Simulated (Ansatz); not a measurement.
**Eigenvalues along a path: Cs (diamond type)**

```
Cs
1.0
     0.00000    5.51762    5.51762
     5.51762    0.00000    5.51762
     5.51762    5.51762    0.00000
Cs
2
Direct
  0.87500 0.87500 0.87500
  0.12500 0.12500 0.12500
```

The cell comes from a relaxation on PAW files under the same functional, begun from a prototype that needn't be the stable phase.

All numbers are PBE results (scalar-relativistic) from Ansatz 0.2.0, with a Γ-centred 6×6×6 k mesh, Fermi–Dirac smearing of 0.08 eV, no spin polarisation. Methods: PAW: frozen-core files, cutoff 420 eV.

This run: volume at 0.9 of the series' base cell.

Spin–orbit coupling is left out, which matters for the heavy atoms.

Path points, in fractions of the reciprocal vectors: Γ (0.000, 0.000, 0.000), X (0.500, 0.000, 0.500), U (0.625, 0.250, 0.625), K (0.375, 0.375, 0.750), L (0.500, 0.500, 0.500), W (0.500, 0.250, 0.750). The distance column jumps between branches of the path. Levels in eV from the Fermi level; bands 1 to 11, counted from the lowest band of the run. The gap is zero, the pressure 0.09 GPa.

```
# k(1/Å) point b1 b2 b3 b4 b5 b6 b7 b8 b9 b10 b11
0.000 Γ -24.34 -24.32 -11.20 -11.20 -11.20 -11.07 -11.07 -11.07 -1.39 1.31 1.31
0.071 - -24.34 -24.32 -11.20 -11.20 -11.20 -11.08 -11.07 -11.07 -1.36 1.21 1.33
0.142 - -24.34 -24.32 -11.20 -11.20 -11.20 -11.08 -11.07 -11.07 -1.29 1.07 1.37
0.214 - -24.34 -24.32 -11.21 -11.21 -11.19 -11.09 -11.07 -11.07 -1.17 0.92 1.29
0.285 - -24.34 -24.32 -11.21 -11.21 -11.18 -11.09 -11.06 -11.06 -1.01 0.79 1.08
0.356 - -24.34 -24.32 -11.22 -11.22 -11.17 -11.10 -11.06 -11.06 -0.80 0.68 0.91
0.427 - -24.34 -24.33 -11.22 -11.22 -11.16 -11.12 -11.05 -11.05 -0.56 0.57 0.72
0.498 - -24.33 -24.33 -11.23 -11.23 -11.15 -11.13 -11.05 -11.05 -0.28 0.33 0.61
0.569 X -24.33 -24.33 -11.23 -11.23 -11.14 -11.14 -11.05 -11.05 0.02 0.02 0.61
0.595 - -24.33 -24.33 -11.23 -11.23 -11.14 -11.14 -11.05 -11.05 0.02 0.02 0.60
0.620 - -24.33 -24.33 -11.23 -11.23 -11.14 -11.14 -11.05 -11.05 0.02 0.03 0.57
0.645 - -24.33 -24.33 -11.23 -11.23 -11.14 -11.14 -11.05 -11.05 0.03 0.04 0.53
0.670 - -24.33 -24.33 -11.23 -11.23 -11.14 -11.13 -11.05 -11.05 0.03 0.06 0.48
0.695 - -24.33 -24.33 -11.23 -11.22 -11.15 -11.13 -11.05 -11.05 0.03 0.08 0.43
0.720 - -24.33 -24.33 -11.23 -11.22 -11.15 -11.13 -11.05 -11.05 0.02 0.11 0.38
0.746 - -24.33 -24.33 -11.23 -11.22 -11.15 -11.13 -11.05 -11.05 -0.01 0.14 0.34
0.771 U -24.33 -24.33 -11.23 -11.22 -11.15 -11.12 -11.05 -11.05 -0.05 0.17 0.32
1.119 K -24.33 -24.33 -11.23 -11.22 -11.15 -11.12 -11.05 -11.05 -0.05 0.17 0.32
1.195 - -24.33 -24.33 -11.23 -11.22 -11.16 -11.11 -11.06 -11.05 -0.26 0.29 0.37
1.270 - -24.34 -24.33 -11.23 -11.22 -11.17 -11.10 -11.06 -11.05 -0.52 0.45 0.50
1.346 - -24.34 -24.32 -11.22 -11.21 -11.18 -11.09 -11.06 -11.05 -0.76 0.62 0.68
1.421 - -24.34 -24.32 -11.22 -11.21 -11.19 -11.09 -11.07 -11.06 -0.97 0.80 0.89
1.497 - -24.34 -24.32 -11.21 -11.20 -11.19 -11.08 -11.07 -11.06 -1.15 0.99 1.11
1.572 - -24.34 -24.32 -11.20 -11.20 -11.20 -11.08 -11.07 -11.07 -1.28 1.15 1.16
1.648 - -24.34 -24.32 -11.20 -11.20 -11.20 -11.08 -11.07 -11.07 -1.36 1.24 1.27
1.723 Γ -24.34 -24.32 -11.20 -11.20 -11.20 -11.07 -11.07 -11.07 -1.39 1.31 1.31
1.785 - -24.34 -24.32 -11.20 -11.20 -11.20 -11.08 -11.07 -11.07 -1.37 1.27 1.27
1.847 - -24.34 -24.32 -11.20 -11.20 -11.20 -11.08 -11.07 -11.07 -1.32 1.22 1.22
1.908 - -24.34 -24.32 -11.20 -11.20 -11.20 -11.08 -11.07 -11.07 -1.23 1.06 1.18
1.970 - -24.34 -24.32 -11.21 -11.21 -11.20 -11.08 -11.07 -11.07 -1.11 0.82 1.15
2.031 - -24.34 -24.32 -11.21 -11.21 -11.20 -11.08 -11.07 -11.07 -0.96 0.57 1.12
2.093 - -24.34 -24.32 -11.21 -11.21 -11.20 -11.08 -11.06 -11.06 -0.80 0.32 1.11
2.155 - -24.34 -24.32 -11.21 -11.21 -11.20 -11.08 -11.06 -11.06 -0.64 0.12 1.10
2.216 L -24.34 -24.33 -11.21 -11.21 -11.20 -11.08 -11.06 -11.06 -0.57 0.02 1.10
2.267 - -24.34 -24.33 -11.21 -11.21 -11.19 -11.08 -11.06 -11.06 -0.55 0.02 1.07
2.317 - -24.34 -24.33 -11.22 -11.21 -11.19 -11.09 -11.06 -11.06 -0.52 0.04 1.00
2.367 - -24.34 -24.33 -11.22 -11.22 -11.18 -11.10 -11.06 -11.05 -0.45 0.06 0.90
2.418 - -24.34 -24.33 -11.22 -11.22 -11.17 -11.10 -11.06 -11.05 -0.37 0.10 0.79
2.468 - -24.33 -24.33 -11.23 -11.22 -11.16 -11.11 -11.05 -11.05 -0.26 0.14 0.68
2.518 - -24.33 -24.33 -11.23 -11.22 -11.16 -11.12 -11.05 -11.05 -0.14 0.19 0.55
2.569 - -24.33 -24.33 -11.23 -11.22 -11.15 -11.13 -11.05 -11.05 0.00 0.22 0.41
2.619 W -24.33 -24.33 -11.23 -11.23 -11.14 -11.14 -11.05 -11.05 0.14 0.14 0.40
2.655 - -24.33 -24.33 -11.23 -11.23 -11.14 -11.14 -11.05 -11.05 0.14 0.14 0.41
2.690 - -24.33 -24.33 -11.23 -11.23 -11.14 -11.14 -11.05 -11.05 0.12 0.12 0.44
2.726 - -24.33 -24.33 -11.23 -11.23 -11.14 -11.14 -11.05 -11.05 0.09 0.09 0.47
2.761 - -24.33 -24.33 -11.23 -11.23 -11.14 -11.14 -11.05 -11.05 0.07 0.07 0.52
2.797 - -24.33 -24.33 -11.23 -11.23 -11.14 -11.14 -11.05 -11.05 0.05 0.05 0.55
2.832 - -24.33 -24.33 -11.23 -11.23 -11.14 -11.14 -11.05 -11.05 0.03 0.03 0.58
2.868 - -24.33 -24.33 -11.23 -11.23 -11.14 -11.14 -11.05 -11.05 0.02 0.02 0.61
2.904 X -24.33 -24.33 -11.23 -11.23 -11.14 -11.14 -11.05 -11.05 0.02 0.02 0.61
```
